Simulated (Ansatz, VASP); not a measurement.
# PbO: VASP beside Ansatz

File INCAR:

```
PREC = Accurate ; ENCUT = 520
EDIFF = 1E-7 ; ISMEAR = 0
SIGMA = 0.05 ; LREAL = False
LASPH = True ; NELM = 100
ALGO = Normal ; ISIF = 2
LWAVE = False ; LCHARG = False
GGA = PE ; NBANDS = 28
```

File KPOINTS:

```
regular mesh
0
Gamma
  8 8 6
```

POSCAR

```
PbO
1.0
    3.9744000000      0.0000000000      0.0000000000
    0.0000000000      3.9744000000      0.0000000000
    0.0000000000      0.0000000000      5.0220000000
Pb O
2 2
Direct
    0.0000000000      0.5000000000      0.2351000000
    0.5000000000      0.0000000000      0.7649000000
    0.0000000000      0.0000000000      0.0000000000
    0.5000000000      0.5000000000      0.0000000000
```

Input for Ansatz:

```yaml
crystal:
  lattice:
    - [3.9744, 0.0, 0.0]
    - [0.0, 3.9744, 0.0]
    - [0.0, 0.0, 5.022]
  atoms:
    - { symbol: Pb, position: [0.0, 0.5, 0.2351] }
    - { symbol: Pb, position: [0.5, 0.0, 0.7649] }
    - { symbol: O, position: [0.0, 0.0, 0.0] }
    - { symbol: O, position: [0.5, 0.5, 0.0] }
basis:
  ecutwfc: 420
kpoints:
  mp_grid: { grid: [8, 8, 6] }
hamiltonian:
  xc: pbe
scf:
  occupations: { method: gaussian, width: 0.05 }
output:
  forces: true
  stress: true
  eigenvalues: true
```

Alike in both runs: task single point; functional PBE; k mesh 8 × 8 × 6; occupations gaussian, width 0.05 eV; no spin polarisation.

|  | VASP | Ansatz |
| --- | --- | --- |
| version | VASP 6.6.1 | Ansatz 0.2.0 |
| potentials or method | VASP PAW PBE potentials, release 64 (Pb_d, O) | scalar-relativistic, plane waves, PAW |
| plane-wave cutoff (eV) | 520 | 420 |
| valence electrons in the cell | 40 | 40 |

|  | VASP | Ansatz | Ansatz less VASP |
| --- | --- | --- | --- |
| gap on the k mesh at the Fermi level (eV) | 1.25 | 1.24 | -0.007 |
| least direct gap on the mesh (eV) | 2.32 | 2.32 | +0.004 |
| pressure (GPa) | 4.9 | 4.9 | -0.08 |
| largest component of the traceless stress (GPa) | 0.67 | 0.65 | -0.018 |
| rms of the force components (eV/Å) | 0.202 | 0.184 | -0.0179 |

Atom by atom the forces differ by 0.018 eV/Å (rms over components).

Caveats: spin-orbit coupling is left out, which as a rule narrows the gap of such compounds by several tenths of an eV. A k mesh can miss the band edges. A hybrid or GW would open this gap; PBE tends to underestimate it.
